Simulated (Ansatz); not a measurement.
# PbF2 (Fluorocronite) under changes of volume

One of the cells (17.354 Å³/atom); the others are scaled copies at fixed shape and fractional positions:

```
Pb F
1.0
     0.00000    2.96366    2.96366
     2.96366    0.00000    2.96366
     2.96366    2.96366    0.00000
Pb F
1 2
Direct
  0.00000 0.00000 0.00000
  0.75000 0.75000 0.75000
  0.25000 0.25000 0.25000
```

```yaml
Program: Ansatz 0.2.0
Functional: LDA
Potentials_or_basis: Ansatz PAW
Cutoff: "420 eV (not typed: the program's choice for these potentials)"
k_mesh: 7 × 7 × 7
Occupations: fermi-dirac, width 0.05 eV
Spin: no spin polarisation
```

```csv
volume (Å³/atom),energy over the lowest point (meV/atom),pressure (GPa),gap on the mesh (eV)
16.313,0.00,0.2,4.27
16.660,1.36,-1.6,4.28
17.007,6.46,-3.1,4.29
17.354,14.92,-4.5,4.30
17.701,26.00,-5.8,4.30
18.048,39.64,-6.8,4.30
18.395,?,?,?
```

Problem. What does the run at 18.395 Å³/atom give?

Solution. Energy over the lowest point 55.56 meV/atom; pressure -7.8 GPa; gap on the mesh 4.29 eV.

Worked out: A Birch-Murnaghan fit of order 3 (a polynomial in V^(-2/3)) to the other rows has its minimum at 16.37 Å³/atom with B0 = V·E''(V) = 92 GPa and B' = 5.9. It gives 55.27 meV/atom at 18.395 Å³/atom, against the run's 55.56, and -dE/dV = -7.7 GPa, against -7.8. A straight line through the other rows of the gap, of slope 0.313 eV per unit of ln V, extrapolates to 4.31 eV, against the run's 4.29.

Energies are extrapolated to zero smearing.

Caveats: odd divisions of the mesh miss points on the zone boundary, where band edges often lie, so the gap on the mesh can be too wide; spin-orbit coupling is left out, which as a rule narrows the gap of such compounds by several tenths of an eV; the PAW data sets come from PBE, with cores solved anew for the run's functional, which leaves a small shift of forces and pressure.

A mesh can miss the band edges.
